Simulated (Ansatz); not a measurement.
# CoO (P4/mmm) in Ansatz: notebook, part 2 of 2

Ansatz 0.2.0. Earlier steps stand in the parts before.

## Step 4: Relaxation of the atoms, PBE, collinear spin, ferromagnetic start (strained by -1 %)

Contents of input.yaml:

```yaml
crystal:
  lattice:
    - [2.5448210469, 0.0, 0.0]
    - [0.0, 2.57052631, 0.0]
    - [0.0, 0.0, 2.57052631]
  atoms:
    - { symbol: Co, position: [0.0, 0.0, 0.0], spin: 2.0 }
    - { symbol: O, position: [0.5, 0.5, 0.5] }
hamiltonian:
  xc: pbe
  pseudopotentials: { kind: paw }
magnetization:
  spin_polarized: true
kpoints:
  mp_grid: { grid: [7, 7, 7] }
scf:
  occupations: { method: fermi_dirac, width: 0.05 }
output:
  forces: true
  stress: true
  eigenvalues: true
  write_density: true
  write_potential: true
  elf: true
  volumetric_format: npy
relax:
  f_tol: 0.01
  max_steps: 40
```

Potentials or basis: Ansatz PAW.

On the command line:

```
$ ansatz run input.yaml --threads 2 --pin off --max-ram 5632MiB --backend cpu --events-out ev --progress --plain --runs-dir out
```

Output:

```text
Warning: output.stress: scf.convergence.dr2_threshold = 1e-7 eV (the SCF's general default) is looser than the 2e-10 eV advised for a printed stress (1e-10 eV for each atom of the cell: 2). What an SCF threshold leaves in a stress goes as its square root, and in the free energy as the threshold itself, and one threshold admits the most on a small cell: of the crystals measured, under no hybrid functional and no lock of the moments, on runs that ended without the residual-converged pass, on stresses that held no estimate of that error, the worst erred by over 100 MPa in a component at 1e-7 eV an atom and by under 5 at 1e-10. Every solve of this run answers to scf.convergence.dr2_threshold, and the tensor of one is reported: a single SCF on the reported geometry and on this run's grids (its basis.xc_grid and basis.ecutrho_ratio typed), with scf.convergence.dr2_threshold at 2e-10 eV or tighter, prints it and tightens no other solve. Else set scf.convergence.dr2_threshold to 2e-10 eV or tighter. The threshold is an SCF's pass mark: one that does not reach it within its budget of iterations ends unconverged, or closes short of it on a stop that the run arms, and scf.convergence.dr2_threshold's page says what that costs each kind of run
Warning: RAYON_NUM_THREADS=2 ignored (pool sized by the plan → 2); use --threads N
Engine: ansatz 0.2.0, aarch64-unknown-linux-gnu
Pseudopotentials: kind: paw
Pseudopotential: Co, paw, valence charge 17, recommended cutoff 420 eV (normal), Co.paw.azcp
Pseudopotential: O, paw, valence charge 6, recommended cutoff 420 eV (normal), O.paw.azcp
Functional definition: PBE
  parameter kappa = 0.804
  parameter beta = 0.06672455060314922
  exchange = pbe_x(kappa = kappa, mu = beta*pi^2/3)
  correlation = pbe_c(beta = beta)
Crystal: 2 atoms, lattice volume = 16.815 Å³
Basis set: ecut = 420 eV, 341 PW (Γ), exchange–correlation on 36×36×36 points (8 copies of the dense FFT grid, shifted against one another)
Bands: 17, of which v1, the nominal top of the filled ones, is band 12 counted from 1 (11 counted from 0)
Symmetry: 16 space group operations
Space group: P4/mmm (ITA 123), of the structure as read, at distance tolerance 2.6e-5 Å
Magnetic group: BNS 123.339 (UNI 999), of the structure as read, at distance tolerance 2.6e-5 Å
k-points: 40 of 343
Non-local potential: Co, projectors of the file, l = 0: 3, l = 1: 2, l = 2: 3, l = 3: 1
Non-local potential: O, projectors of the file, l = 0: 2, l = 1: 2, l = 2: 1
PAW form: soft (Blöchl's): semilocal exchange-correlation on the pseudo side does not see the compensation charge
PAW one-centre angular grid: Co, 590 points (default); XC on 64 Gauss nodes
PAW one-centre angular grid: O, 110 points (default); XC on 64 Gauss nodes
Initial density: superposition of atomic densities (chi_scale 0.1, normalization cell, long waves kept (reshape's long-wave potential 0.00 eV rms))
Starting moments: Σ|m| = 2 μB on 1 of 2 sites
Initial wavefunctions: pseudopotential atomic-orbital guess
Functional: x = pbe(κ = 0.804, μ = 0.2195149727645171), c = pbe(β = 0.06672455060314922)
SCF iter   1: F=—  HF=-5690.120532 eV  |F-HF|=—  |Δ(HF+E_count)|=         —  Δρ=1.15e-1 (↑1.13e-1 ↓1.15e-1)  dr2=6.98e0  dr2_m=6.34e-2  M=1.972 μB ∫|m|=1.972 μB  β_m=0.30  ethr=3.10e-3  ⟨swp⟩=5.1  Hψ=5903  notcnv=0
Mixer restart at iter 1: flushing history
preconditioner: auto → none  [metal: Δε(μ)=0.029 eV  Ē_g=14.229 eV  σ=0.050 eV  W_gap=0.15  n_scr=6 (ndim 8)  ℏωp=35.1 eV  f_vac=0.000  D(μ)=2.75/eV (n_scr^D=32)  sad-step TF]
SCF iter   2: F=—  HF=-5690.859820 eV  |F-HF|=—  |Δ(HF+E_count)|=   7.39e-1  Δρ=5.06e-2 (↑5.06e-2 ↓4.05e-2)  dr2=8.19e-1  dr2_m=1.40e-1  M=2.185 μB ∫|m|=2.186 μB  β_m=0.36  ethr=3.10e-3  ⟨swp⟩=3.1  Hψ=3449  notcnv=0  defer=16
SCF iter   3: F=—  HF=-5691.198049 eV  |F-HF|=—  |Δ(HF+E_count)|=   3.38e-1  Δρ=3.86e-2 (↑3.47e-2 ↓3.86e-2)  dr2=5.86e-2  dr2_m=1.67e-1  M=2.366 μB ∫|m|=2.370 μB  β_m=0.60  ethr=3.10e-3  ⟨swp⟩=2.0  Hψ=2343  notcnv=0  defer=11
SCF iter   4: F=—  HF=-5691.450951 eV  |F-HF|=—  |Δ(HF+E_count)|=         —  Δρ=6.94e-2 (↑4.25e-2 ↓6.94e-2)  dr2=6.23e-2  dr2_m=4.78e-1  M=2.994 μB ∫|m|=3.010 μB  β_m=0.68  ethr=2.55e-4  ⟨swp⟩=2.5  Hψ=3174  notcnv=0  defer=11
Mixer restart at iter 4: flushing history
SCF iter   5: F=—  HF=-5691.446460 eV  |F-HF|=—  |Δ(HF+E_count)|=   4.49e-3  Δρ=3.55e-2 (↑3.55e-2 ↓1.19e-2)  dr2=9.86e-2  dr2_m=6.42e-2  M=2.998 μB ∫|m|=3.022 μB  β_m=0.77  ethr=2.55e-4  ⟨swp⟩=3.0  Hψ=3100  notcnv=0  defer=21
SCF iter   6: F=—  HF=-5691.501956 eV  |F-HF|=—  |Δ(HF+E_count)|=   5.55e-2  Δρ=4.14e-2 (↑2.26e-2 ↓4.14e-2)  dr2=3.94e-1  dr2_m=1.58e-2  M=3.000 μB ∫|m|=3.029 μB  β_m=0.59  ethr=2.55e-4  ⟨swp⟩=3.0  Hψ=3448  notcnv=0  defer=29
SCF iter   7: F=—  HF=-5691.412888 eV  |F-HF|=—  |Δ(HF+E_count)|=   8.91e-2  Δρ=3.00e-3 (↑2.03e-3 ↓3.00e-3)  dr2=1.42e-3  dr2_m=2.51e-4  M=3.000 μB ∫|m|=3.030 μB  β_m=0.55  ethr=2.55e-4  ⟨swp⟩=3.0  Hψ=3445  notcnv=0  defer=26
SCF iter   8: F=—  HF=-5691.412392 eV  |F-HF|=—  |Δ(HF+E_count)|=   4.96e-4  Δρ=1.48e-3 (↑3.99e-4 ↓1.48e-3)  dr2=1.24e-4  dr2_m=1.03e-4  M=3.000 μB ∫|m|=3.031 μB  β_m=0.77  ethr=6.19e-6  ⟨swp⟩=2.1  Hψ=2083  notcnv=0  defer=26
SCF iter   9: F=—  HF=-5691.412566 eV  |F-HF|=—  |Δ(HF+E_count)|=   1.74e-4  Δρ=3.00e-4 (↑1.02e-4 ↓3.00e-4)  dr2=1.54e-5  dr2_m=2.63e-6  M=3.000 μB ∫|m|=3.031 μB  β_m=0.79  ethr=5.41e-7  ⟨swp⟩=2.3  Hψ=2269  notcnv=0  defer=26
SCF iter  10: F=—  HF=-5691.412558 eV  |F-HF|=—  |Δ(HF+E_count)|=   7.97e-6  Δρ=3.24e-5 (↑2.55e-5 ↓3.24e-5)  dr2=2.94e-8  dr2_m=1.10e-7  M=3.000 μB ∫|m|=3.031 μB  β_m=0.90  ethr=6.70e-8  ⟨swp⟩=2.3  Hψ=1794  notcnv=0  defer=26
SCF iter  11: F=—  HF=-5691.412558 eV  |F-HF|=—  |Δ(HF+E_count)|=   9.76e-8  Δρ=8.53e-6 (↑8.53e-6 ↓2.93e-6)  dr2=4.67e-9  dr2_m=3.24e-9  M=3.000 μB ∫|m|=3.031 μB  β_m=0.95  ethr=1.28e-10  ⟨swp⟩=2.0  Hψ=2289  notcnv=0  defer=26
SCF iter  12: F=-5691.412558 eV  HF=-5691.412558 eV  |F-HF|=3.64e-12  |Δ(HF+E_count)|=  2.92e-10  Δρ=6.25e-7 (↑3.59e-7 ↓6.25e-7)  dr2=2.07e-11  dr2_m=2.81e-11  M=3.000 μB ∫|m|=3.031 μB  ethr=2.03e-11  ⟨swp⟩=5.6  Hψ=7069  notcnv=0
SCF 1 converged in 12 iterations: F = -5691.412558 eV  dr2 = 2.07e-11
relax step   1: F+E_penalty+E_count = -5691.41255845 eV  Δ(F+E_penalty+E_count) = +0.000e0 eV  max|allowed force component| = 1.183e-29 eV/Å  Δτ_max = 0.0000 Å  (12 SCF iters, accepted)
SCF converged after 12 iterations
Magnetization: 2.9999 μB (12.9999 up, 10.0001 down)
Absolute magnetization: 3.0309 μB (∫|ρ↑−ρ↓|, with the PAW one-centre terms)
Spin contamination: 0.0078 ħ² per cell (⟨S²⟩ above its minimum at these occupations)
Per-site moments (μB) at R_I (Å): [(2.4804614085190266, 0.9152324910129469), (0.4751359430689335, 0.9152324910129469)]
Free energy (F): -5691.412558 eV
Harris-Foulkes:  -5691.412558 eV  (|F-HF|=3.64e-12)
Internal energy: -5691.395474 eV  (E = F + TS)
E sigma→0 (E₀):  -5691.404016 eV
Entropy (-TS):   -0.017084 eV (-8.542 meV/atom)
Fermi energy:    16.489867 eV
--- Per-component energies (eV) ---
  E_band       = -249.619407
  E_kinetic    = 621.217856
  E_local      = -3176.540623  (includes V_loc(G=0)·N_el)
  E_nonlocal   = 513.334208
  E_hartree    = 1308.494809
  E_xc         = -230.022260
  E_vxc        = -295.748422  (∫ρ·V_xc dr)
  E_paw        = -1676.715495  (= ΣΔE_a)
  E_vpaw       = -528.874594  (= ΣTr[D̂ρ^β])
  E_aug_tail   = 0.002507  (compensation charges beyond the density's cutoff)
  E_ewald      = -3051.166476
  E_smearing   = -0.017084  (= −TS)
  E_closure    = -0.000000  (closes the sum)
  Σ components = -5691.412558   (vs F -5691.412558, Δ=0.00e0)
--- Forces (eV/Å), atoms counted from 1 ---
  atom   1  Co     0.00000000     0.00000000     0.00000000
  atom   2  O     -0.00000000     0.00000000     0.00000000
  max |Σ_I F_I| component: 1.42e-29 eV/Å
--- Stress (GPa, compression-positive) ---
       16.537016      -0.000000       0.000000
       -0.000000      13.097723       0.000000
        0.000000       0.000000      13.097723
  P = ⅓ Tr σ = 14.2442 GPa (142.442 kbar)
--- Band table (eV; the first three rows and the last of 80) ---
  k-point 0 ↑: bands = ["-80.6276", "-43.8455", "-43.8455", "-43.8361", "-4.5089", "11.9258", "11.9485", "13.3649", "13.3649", "13.5125", "13.9060", "13.9404", "13.9404", "17.5177", "32.1072", "32.3363", "37.0258"]
  k-point 1 ↑: bands = ["-80.6253", "-43.8682", "-43.8435", "-43.8342", "-4.2834", "11.0144", "11.9987", "12.6687", "12.7913", "13.2403", "13.9557", "14.6752", "14.7284", "18.6918", "31.0212", "32.3791", "36.5886"]
  k-point 2 ↑: bands = ["-80.6202", "-43.9192", "-43.8392", "-43.8299", "-3.7182", "8.8955", "11.9683", "12.0962", "12.1527", "13.9784", "13.9901", "15.5579", "15.5893", "20.5684", "28.4404", "32.6417", "35.4570"]
  k-point 39 ↓: bands = ["-77.5703", "-41.0007", "-40.9878", "-40.9873", "-0.5963", "9.9415", "9.9450", "10.1495", "16.9374", "16.9684", "17.9185", "18.5543", "18.5559", "23.7977", "24.4612", "24.4801", "34.4074"]
--- Relaxed structure (1 steps of the walk, 1 accepted, 0 SCFs on fresh bases) ---
  F+E_penalty+E_count = -5691.41255845 eV   max|allowed force component| = 1.183e-29 eV/Å
  atoms:
    - { symbol: Co, position: [0.0, 0.0, 0.0] }
    - { symbol: O, position: [0.49999999999999994, 0.49999999999999994, 0.49999999999999994] }
```

rho_z.tsv:

```text
# z_ang	rho[e/angstrom^3]	rho_spin[e/angstrom^3]
# format = ansatz-planar-average/11
# lattice	2.544821047	0.000000000	0.000000000
# lattice	0.000000000	2.570526310	0.000000000
# lattice	0.000000000	0.000000000	2.570526310
# sites	2
# site	27	0.000000000	0.000000000	0.000000000
# site	8	1.272410523	1.285263155	1.285263155
0.000000	3.490836e0	5.525800e-1
0.142807	2.975581e0	4.757515e-1
0.285614	1.940052e0	3.096657e-1
0.428421	1.122197e0	1.661001e-1
0.571228	7.144164e-1	8.513971e-2
0.714035	6.087681e-1	5.082905e-2
[... 10 lines left out ...]
2.284912	1.940052e0	3.096657e-1
2.427719	2.975581e0	4.757515e-1
```

Run time: 2.7 s. Hardware: 2 threads of Arm Neoverse V1, shared host; peak memory 0.28 GiB.

Results:

- Free energy: -5691.4126 eV
- Pressure after relaxing: 14.2 GPa
- Band gap on the k mesh: none (metal or under the smearing width)
- Net moment: 3.00 μB per cell
- Absolute moment: 3.03 μB per cell
- Site moments: Co +2.48; O +0.48 μB

Final structure:
```
Co O
1.0
     2.54482    0.00000    0.00000
     0.00000    2.57053    0.00000
     0.00000    0.00000    2.57053
Co O
1 1
Direct
  0.00000 0.00000 0.00000
  0.50000 0.50000 0.50000
```

Levels at points of the mesh, in eV from the Fermi level:
Spin up:
```
           k point  band 10  band 11  band 12  band 13  band 14  band 15  band 16  band 17
(0.00, 0.00, 0.00)    -2.98    -2.58    -2.55    -2.55     1.03    15.62    15.85    20.54
```
Spin down:
| k point | band 6 | band 7 | band 8 | band 9 | band 10 | band 11 | band 12 | band 13 | band 14 | band 15 |
| --- | --- | --- | --- | --- | --- | --- | --- | --- | --- | --- |
| (0.00, 0.00, 0.00) | -2.84 | -2.83 | -2.33 | -2.33 | -2.17 | 0.51 | 0.53 | 0.53 | 1.73 | 16.19 |

Caveat: the relaxation stopped at its first step, so nothing moved; the pressure holds a Pulay correction of +0.8 GPa for the finite cutoff; a cell with one magnetic atom can't hold antiferromagnetic order, which such compounds often take; semilocal functionals often make such compounds metallic where correlation or magnetic order opens a gap, which also shifts bond lengths; the thresholds are loose for stress.

## Step 5: The runs side by side

| cell | gap on the mesh (eV) | pressure (GPa) | moment (μB) |
| --- | --- | --- | --- |
| atoms relaxed from: strained by +1 % | none | 9.2 | 3.00 |
| atoms relaxed from: strained by +2 % | none | 7.0 | 3.00 |
| atoms relaxed from: strained by -1 % | none | 14.2 | 3.00 |

Alike in all rows: task relaxation of the atoms; level PBE; potentials or basis Ansatz PAW; spin collinear, ferromagnetic start; k mesh 7 × 7 × 7; cutoff (eV) 420; smearing fermi-dirac 0.05 eV.

Caveats: the relaxation stopped at its first step, so nothing moved; a cell with one magnetic atom can't hold antiferromagnetic order, which such compounds often take; semilocal functionals often make such compounds metallic where correlation or magnetic order opens a gap, which also shifts bond lengths; the thresholds are loose for stress.

Total energies depend on the potentials used, so only differences within one code and one set of settings carry meaning.
